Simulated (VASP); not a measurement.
Set up this calculation in VASP 6.6.1, as the native input.

| Item | Value |
| --- | --- |
| Task | relaxation of cell and atoms |
| Functional | PBEsol |
| Potentials or basis | VASP PAW PBE potentials, release 64 (Al, As) |
| Cutoff | 600 eV |
| k mesh | 8 × 8 × 8 |
| Occupations | gaussian, width 0.03 eV |
| Spin | no spin polarisation |
| Further INCAR settings | ALGO = Normal; EDIFF = 1e-07; IBRION = 2; EDIFFG = -0.005; NSW = 90; ISIF = 3 |

The structure of AlAs lies in POSCAR:

```
AlAs                                    
1.0
   -0.0000000000      2.8408844734      2.8408844734
    2.8408844734     -0.0000000000      2.8408844734
    2.8408844734      2.8408844734     -0.0000000000
  Al              As            
     1     1
Direct
     0.0000000000000000    0.0000000000000000    0.0000000000000000
     0.2500000000000000    0.2500000000000000    0.2500000000000000
```

One way to write it, as run:

INCAR

```
SYSTEM = AlAs
  PREC = Accurate
  ENCUT = 600
  EDIFF = 1E-7
  ISMEAR = 0
  SIGMA = 0.03
  LREAL = .False.
  LASPH = .True.
  NELM = 80
  ALGO = Normal
  ISIF = 3
  LWAVE = .False.
  LCHARG = .False.
  GGA = PS
  IBRION = 2
  NSW = 90
  EDIFFG = -0.005
```

KPOINTS

```
regular mesh
0
Gamma
  8 8 8
  0 0 0
```

Potentials or basis: VASP PAW PBE potentials, release 64 (Al, As).

Launch:

```bash
$ cat potpaw_PBE.64/Al/POTCAR potpaw_PBE.64/As/POTCAR > POTCAR
$ mpirun -np 1 vasp_std > vasp.out
```

It gave:

| Quantity | Value |
| --- | --- |
| Pressure after relaxing | 0.0 GPa |
| Band gap on the k mesh | 1.34 eV, indirect (least direct gap 1.89 eV) |

Caveat: the relaxation stopped at its first step, so nothing moved; the PAW data sets were made with another functional, which shifts forces and pressure a little.

Wall time 9.8 s on 1 thread of Intel(R) Xeon(R) Platinum 8259CL CPU @ 2.50GHz (Skylake/Cascade Lake), on a shared host, peak memory 0.18 GiB.
